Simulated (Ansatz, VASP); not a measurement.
**Cu3Au (Auricupride): VASP beside Ansatz**

Contents of INCAR:

```
PREC     = Accurate       # precision mode
ENCUT    = 600            # plane-wave cutoff, eV
EDIFF    = 1E-6           # SCF threshold, eV
ISMEAR   = -1             # smearing method
SIGMA    = 0.05           # smearing width, eV
LREAL    = F              # projectors in reciprocal space
LASPH    = T              # aspherical terms in the spheres
NELM     = 100            # most SCF steps
ALGO     = Fast           # electronic algorithm
ISIF     = 3              # what is computed and relaxed
LWAVE    = F              # write WAVECAR
LCHARG   = F              # write CHGCAR
GGA      = PE             # functional
IBRION   = 2              # ionic algorithm
NSW      = 60             # ionic steps
EDIFFG   = -0.005         # ionic threshold
```

The input KPOINTS:

```
regular mesh
0
Gamma
  7 7 7
```

Contents of POSCAR:

```
Cu3Au
1.0
    3.7400000000      0.0000000000      0.0000000000
    0.0000000000      3.7400000000      0.0000000000
    0.0000000000      0.0000000000      3.7400000000
Au Cu
1 3
Direct
    0.0000000000      0.0000000000      0.0000000000
    0.5000000000      0.5000000000      0.0000000000
    0.5000000000      0.0000000000      0.5000000000
    0.0000000000      0.5000000000      0.5000000000
```

input.yaml

```yaml
crystal:
  lattice:
    - [3.74, 0.0, 0.0]
    - [0.0, 3.74, 0.0]
    - [0.0, 0.0, 3.74]
  atoms:
    - { symbol: Au, position: [0.0, 0.0, 0.0] }
    - { symbol: Cu, position: [0.5, 0.5, 0.0] }
    - { symbol: Cu, position: [0.5, 0.0, 0.5] }
    - { symbol: Cu, position: [0.0, 0.5, 0.5] }
hamiltonian:
  xc: pbe
  pseudopotentials: { kind: paw }
kpoints:
  mp_grid: { grid: [7, 7, 7] }
scf:
  occupations: { method: fermi_dirac, width: 0.05 }
output:
  forces: true
  stress: true
  eigenvalues: true
relax:
  f_tol: 0.01
  max_steps: 40
  cell: { stress_tol: 0.05 }
```

Alike in both runs: task relaxation of cell and atoms; functional PBE; k mesh 7 × 7 × 7; occupations fermi-dirac, width 0.05 eV; no spin polarisation.

|  | VASP | Ansatz |
| --- | --- | --- |
| version | VASP 6.6.1 | Ansatz 0.2.0 |
| potentials or method | VASP PAW PBE potentials, release 64 (Au, Cu_pv) | Ansatz PAW |
| plane-wave cutoff (eV) | 600 | 420 |
| valence electrons in the cell | 62 | 76 |

Ansatz gave:

- gap on the k mesh at the Fermi level, each at its own relaxed structure (eV): none
- relaxed volume (Å³/atom): 13.50
- relaxed cell length with the largest relative difference (Å): 3.780
- energy change over the relaxation (meV/atom): -6

Task: Estimate VASP's values.

Result: gap on the k mesh at the Fermi level, each at its own relaxed structure (eV): none; relaxed volume (Å³/atom): 13.40; relaxed cell length with the largest relative difference (Å): 3.771; energy change over the relaxation (meV/atom): -4.

A gap of «none» marks a metal or a gap that the smearing closes. The two sets of potentials don't hold the same shells in valence.

Caveats: the plane-wave basis is chosen anew once the cell has moved, so the energies of steps on either side of that aren't comparable (Ansatz). The runs have no spin-orbit coupling, so splittings on Au are missing. Zero-point motion and thermal expansion aren't in these numbers. PBE usually gives volumes a little too large and moduli too small.
